The three upper valence bands of gallium arsenide hold six electrons per cell within about 6.5 eV, so their density of states averages close to one state per eV. The density of states counts the electron states in each interval of energy, here with both spins included. Near the top of the valence bands it must fall to zero, because the gap begins there. How does it fall, and which orbitals carry the last states before the gap?

Density of states of zincblende GaAs (a = 5.745 Å, two atoms per cell), computed with Ansatz 0.2.0 (PBE, scalar-relativistic plane-wave PAW, cutoff 420 eV, k mesh 12×12×12, and 18×18×18 for the density of states). Values are tetrahedron-method averages over 0.2 eV bins, with energies counted from the Fermi level. Orbital columns are Löwdin projections summed over sites.

```
energy (eV)  density of states total (states/eV/cell)  DOS As 4p (states/eV/cell)  DOS Ga 4p (states/eV/cell)  DOS Ga 4s (states/eV/cell)  DOS As 4s (states/eV/cell)
      -7.95                                         0                       0.000                           0                           0                      0.0000
      -7.55                                         0                       0.000                           0                           0                      0.0000
      -7.15                                         0                       0.000                           0                           0                      0.0000
      -6.75                                         0                       0.000                           0                           0                      0.0000
      -6.35                                      2.59                       1.090                        0.18                        1.22                      0.0800
      -5.95                                       0.9                       0.380                        0.08                        0.37                      0.0700
      -5.55                                      0.53                       0.220                        0.04                         0.2                      0.0600
      -5.15                                      0.37                       0.160                        0.03                        0.13                      0.0500
      -4.75                                      0.27                       0.120                        0.02                        0.09                      0.0400
      -4.35                                      0.21                       0.090                        0.02                        0.07                      0.0300
      -3.95                                      0.16                       0.070                        0.01                        0.05                      0.0300
      -3.55                                      1.33                       0.760                        0.47                        0.05                      0.0300
      -3.15                                      1.13                       0.650                        0.38                        0.06                      0.0300
      -2.75                                      1.32                       0.790                        0.44                        0.06                      0.0300
      -2.35                                      1.66                       1.040                        0.53                        0.05                      0.0200
      -1.95                                      1.55                       1.010                        0.47                        0.04                      0.0200
      -1.55                                      1.43                       0.980                         0.4                        0.03                      0.0100
      -1.15                                         ?                           ?                           ?                           ?                           ?
      -0.75                                         ?                           ?                           ?                           ?                           ?
      -0.35                                         ?                           ?                           ?                           ?                           ?
       0.05                                         0                       0.000                           0                           0                      0.0000
       0.45                                         0                       0.000                           0                           0                      0.0000
       0.85                                      0.02                       0.000                           0                        0.01                      0.0000
       1.25                                       0.2                       0.040                        0.05                        0.06                      0.0400
       1.65                                      0.69                       0.160                        0.22                        0.17                      0.1000
       2.05                                      1.31                       0.360                        0.39                         0.3                      0.1500
       2.45                                      1.78                       0.550                        0.51                        0.41                      0.1700
       2.85                                      0.92                       0.300                        0.25                        0.19                      0.0800
       3.25                                       0.9                       0.230                        0.35                        0.13                      0.0900
       3.65                                       0.8                       0.180                        0.39                        0.09                      0.0600
       4.05                                      1.09                       0.240                         0.6                        0.08                      0.0600
       4.45                                      1.73                       0.400                        0.95                        0.07                      0.0500
       4.85                                      1.13                       0.290                        0.61                        0.06                      0.0200
       5.25                                      1.62                       0.400                        0.76                        0.06                      0.0300
       5.65                                      1.55                       0.370                         0.7                        0.05                      0.0400
```

The known rows show two groups of filled states. The lower one has a sharp peak at −6.35 eV, where Ga 4s makes up 47 % of the total and As 4p another 42 %. A thin tail follows, and then the total jumps eightfold between −3.95 and −3.55 eV. Above the jump the s orbitals of gallium hardly take part, and As 4p leads with Ga 4p as its partner.

Both groups are bonding states, in which an arsenic p orbital combines with an orbital of the neighbouring gallium atom. In the upper group that orbital is mainly Ga 4p. Since the As 4p level lies below the Ga 4p level, the bonding combination there leans towards arsenic. How far it leans depends on the coupling. Strong coupling pushes a state down and shares it more evenly, whereas weak coupling leaves it higher and closer to a pure arsenic orbital. This two-level argument makes the arsenic share grow towards the top of the bands, and the known rows agree: it rises from 57 % at −3.55 eV to 69 % at −1.55 eV.

The height of the curve near the gap can be estimated by counting. GaAs has eight valence electrons per cell, and two of them fill a band of mainly As 4s character that lies below the energies of the table. That leaves six for the states between −6.75 eV and the valence edge. Whatever the known rows do not use up must sit in the last stretch below the gap.

The bins are 0.2 eV wide but their centres are 0.4 eV apart, so each row has to stand for 0.4 eV. Counted in this way, the valence rows up to −1.55 eV hold 5.38 electrons. The last of these rows reaches 0.2 eV above its own centre, and that part belongs to the stretch in question. The number of states N between −1.55 eV and the edge is therefore

N = 6 − 5.38 + 0.2 × 1.43 = 0.906

The count is least certain where the curve changes abruptly between two rows, at the bottom of the lower group and at the jump near −3.75 eV. Half the difference between the neighbouring rows, taken over 0.2 eV at each place and combined as independent errors, gives an uncertainty of about 0.28 electrons. That is small beside six but almost a third of N.

The count also bears on the shape of the curve. Close to the edge the bands are parabolic, and the density of states then grows as the square root of the depth below the edge. Carried down to meet the known value at −1.55 eV, a square root would need 1.48 states, well above what remains. The true curve must stay lower at first and catch up later, as happens when bands flatten away from their top and pack more states into each interval of energy.

The simplest curve with this freedom is a power of the depth x below the edge, with the edge placed at zero energy:

D(x) = D₀ (x / 1.55)^p

Here D₀ = 1.43 states/eV is the known value at −1.55 eV. The area under the curve is 1.55 D₀ / (p + 1), and setting it equal to N gives

p = 1.55 × 1.43 / 0.906 − 1 ≈ 1.45

This power is a way to interpolate and not a law of the crystal. For the row at −0.75 eV it gives

D = 1.43 × (0.75 / 1.55)^1.45 ≈ 0.50 states/eV

The forecasts for the total, in states per eV and cell, are 0.93 at −1.15 eV (range 0.67 to 1.3), 0.50 at −0.75 eV (0.22 to 0.76) and 0.17 at −0.35 eV (0.03 to 0.40). The ranges follow from the uncertainty of the count, with one exception. The upper limit of the first was raised by judgement from about 1.1, because the bands of GaAs have a saddle at the L point of the Brillouin zone, about 1 eV below their top. At such a saddle the density of states can rise steeply and then flatten, which a smooth power cannot imitate.

The zero of energy is the Fermi level, and the calculation places the valence edge 0.08 eV below it, slightly lower than assumed. Even a shift of 0.2 eV changes the three forecasts by no more than 0.05 states/eV. The empty rows just above zero do not measure the gap, since the lowest conduction states of GaAs are too sparse to show at the printed precision. The computed gap is only 0.16 eV, much smaller than the measured one, as is usual with PBE.

For the orbitals, a straight line through the arsenic shares of the six rows from −3.55 to −1.55 eV, fitted by least squares, is continued upwards. It gives As 4p shares of 0.70, 0.72 and 0.75 in the same order, each within ±0.06. Ga 4s and As 4s together should contribute at most 0.04 states/eV in each row. That is their sum at −1.55 eV, and it should shrink further towards the edge. The reason is symmetry: the top of the valence bands is a set of three degenerate states that transform like p orbitals, and s orbitals cannot mix into it.

The withheld rows as computed:

```
energy (eV)  density of states total (states/eV/cell)  DOS As 4p (states/eV/cell)  DOS Ga 4p (states/eV/cell)  DOS Ga 4s (states/eV/cell)  DOS As 4s (states/eV/cell)
      -1.15                                      1.23                       0.880                        0.31                        0.01                      0.0100
      -0.75                                      0.57                       0.430                        0.12                        0.01                      0.0000
      -0.35                                      0.27                       0.220                        0.05                           0                      0.0000
```

All three totals fall inside their ranges, and all three lie above the central forecasts. The computed values are 1.23, 0.57 and 0.27 states/eV, so the forecast was low by about a quarter, an eighth and more than a third of them. The first is a hit only because its upper limit had been raised for the saddle.

Part of the shortfall comes from the count. With the new rows included, the valence rows add up to 6.21 electrons instead of six, an excess of 3 % that stems from letting each bin speak for twice its width. The three new rows alone hold 0.83 electrons, where the subtraction had left them 0.62. A small relative error in a large sum has become a third of the small remainder, which is the weakness of any estimate by difference.

At −1.15 eV the shape of the curve matters as well. The computed curve more than doubles between −0.75 and −1.15 eV, then gains only 0.20 states/eV on the way to −1.55 eV. A steep climb followed by a shoulder is what a saddle in the bands produces, and the one at L lies at about the right depth. The density of states does not tell from which part of the Brillouin zone its states come, so this assignment rests on the known band structure of GaAs.

The square-root curve gives 1.23 at −1.15 eV, exactly the computed value, yet this does not rescue it. The same curve gives 0.99 at −0.75 eV and 0.68 at −0.35 eV, far above the computed values. Its agreement in one row arises where a curve that is too high near the edge meets the shoulder. Only very close to the edge does the square root remain the right form. The forecast at −0.35 eV has the largest relative miss, and a likely reason is the count: at small depth an error in p changes the power law by the largest fraction, and p is fixed by the number of states left over.

The orbital forecast has the smaller relative misses. The arsenic share comes out at 0.72, 0.75 and 0.81, so the first two rows lie within their ranges and the third slightly above. In that last row the total is so small that rounding alone leaves the share uncertain by up to about 0.03, more than the excess over the range. The two s orbitals together contribute 0.02, 0.01 and zero states/eV, fading towards the edge as symmetry requires.

The last filled states before the gap are thus about four-fifths As 4p, with Ga 4p supplying nearly all the rest. The exact percentages depend on the atomic orbitals chosen for the projection, but the rise towards the edge is a comparison within one scheme. The calculation leaves out spin-orbit coupling, which in real GaAs splits the top of the valence bands by roughly 0.3 eV. The row at −0.35 eV lies within reach of that splitting, so its height is the one to carry over to a real crystal with most caution.
